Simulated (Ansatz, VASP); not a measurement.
# One calculation of Ag, two programs

```xyz
2
Lattice="2.9223 0.0000 0.0000 -1.4611 2.5308 0.0000 0.0000 0.0000 4.7017" Properties=species:S:1:pos:R:3 pbc="T T T"
Ag    0.0000    1.6872    1.1754
Ag    1.4611    0.8436    3.5262
```

Alike in both runs: task relaxation of cell and atoms; functional PBE; k mesh 18 × 18 × 10; occupations gaussian, width 0.1 eV; no spin polarisation.

|  | VASP | Ansatz |
| --- | --- | --- |
| version | VASP 6.6.1 | Ansatz 0.2.0 |
| potentials or method | VASP PAW PBE potentials, release 64 (Ag) | scalar-relativistic, plane waves, PAW |
| plane-wave cutoff (eV) | 600 | 420 |
| valence electrons in the cell | 22 | 38 |

Ansatz gave:

* gap on the k mesh at the Fermi level, each at its own relaxed structure (eV): none
* relaxed volume (Å³/atom): 17.89
* relaxed cell length with the largest relative difference (Å): 4.800
* energy change over the relaxation (meV/atom): -5

Task: Estimate VASP's values.

Result: gap on the k mesh at the Fermi level, each at its own relaxed structure (eV): none; relaxed volume (Å³/atom): 17.86; relaxed cell length with the largest relative difference (Å): 4.793; energy change over the relaxation (meV/atom): -5.

A gap of «none» marks a metal or a gap that the smearing closes. The two sets of potentials don't hold the same shells in valence.
